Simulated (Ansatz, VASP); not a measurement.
## Sb in VASP and in Ansatz

INCAR

```
PREC     = Accurate       # precision mode
ENCUT    = 520            # plane-wave cutoff, eV
EDIFF    = 1E-6           # SCF threshold, eV
ISMEAR   = -5             # smearing method
SIGMA    = 0.1            # smearing width, eV
LREAL    = F              # projectors in reciprocal space
LASPH    = T              # aspherical terms in the spheres
NELM     = 150            # most SCF steps
ALGO     = Normal         # electronic algorithm
ISIF     = 2              # what is computed and relaxed
LWAVE    = F              # write WAVECAR
LCHARG   = F              # write CHGCAR
LNONCOLLINEAR= T              # non-collinear magnetism
MAGMOM   = 0 0 0 0 0 0 0 0 0 0 0 0 0 0 0 # initial moments
LORBIT   = 11             # projections on sites
LSORBIT  = T              # spin-orbit coupling
GGA_COMPAT= F            
LORBMOM  = T            
LDIPOL   = T            
IDIPOL   = 3            
DIPOL    = 0.5 0.5 0.500
GGA      = RP             # functional
IVDW     = 12             # dispersion correction
NBANDS   = 40             # bands
```

Contents of KPOINTS:

```
regular mesh
0
Gamma
  6 5 1
```

POSCAR

```
Sb
1.0
    3.1600000000      0.0000000000      0.0000000000
    0.0000000000      4.4689148600      0.0000000000
    0.0000000000      0.0000000000     23.9378297100
Sb
5
Direct
    0.0000000000      0.5000000000      0.3133116114
    0.0000000000      0.0000000000      0.4066558057
    0.0000000000      0.5000000000      0.5000000000
    0.0000000000      0.0000000000      0.5933441943
    0.0000000000      0.5000000000      0.6866883886
```

The input input.yaml:

```yaml
crystal:
  lattice:
    - [3.16, 0.0, 0.0]
    - [0.0, 4.46891486, 0.0]
    - [0.0, 0.0, 23.93782971]
  atoms:
    - { symbol: Sb, position: [0.0, 0.5, 0.3133116114] }
    - { symbol: Sb, position: [0.0, 0.0, 0.4066558057] }
    - { symbol: Sb, position: [0.0, 0.5, 0.5] }
    - { symbol: Sb, position: [0.0, 0.0, 0.5933441943] }
    - { symbol: Sb, position: [0.0, 0.5, 0.6866883886] }
hamiltonian:
  xc: rpbe
  pseudopotentials: { kind: paw_fr }
  dispersion: d3bj
magnetization:
  noncollinear: true
  spin_orbit: true
kpoints:
  mp_grid: { grid: [6, 5, 1] }
scf:
  occupations: { method: tetrahedron }
output:
  forces: true
  write_density: true
  write_potential: true
  elf: true
  volumetric_format: npy
efield:
  axis: 3
  dipole_correction: true
  ramp_width: 0.04
```

Alike in both runs: functional RPBE; dispersion D3(BJ); k mesh 6 × 5 × 1; occupations tetrahedron; non-collinear spin, spin-orbit coupling.

|  | VASP | Ansatz |
| --- | --- | --- |
| version | VASP 6.6.1 | Ansatz 0.2.0 |
| potentials or method | VASP PAW PBE potentials, release 64 (Sb) | Ansatz PAW |
| plane-wave cutoff (eV) | 520 | 420 |
| valence electrons in the cell | 25 | 75 |
| task | single point | electrostatic potential |

|  | VASP | Ansatz | Ansatz less VASP |
| --- | --- | --- | --- |
| gap on the k mesh at the Fermi level (eV) | none | none | - |
| rms of the force components (eV/Å) | 0.657 | 0.658 | +0.0005 |
| net moment per atom (μB) | 0.00 | 0.00 | 0.000 |
| dispersion energy (meV/atom) | -1628.6 | -1628.6 | -0.05 |

Atom by atom the forces differ by 0.003 eV/Å (rms over components). A gap of «none» marks a metal or a gap that the smearing closes. The two sets of potentials don't hold the same shells in valence.

Caveats: the PAW data sets were made with another functional, which shifts forces and pressure a little (VASP); the PAW data sets come from PBE, with cores solved anew for the run's functional, which leaves a small shift of forces and pressure (Ansatz); with tetrahedron occupations forces and stress needn't match the slope of the energy (Ansatz).
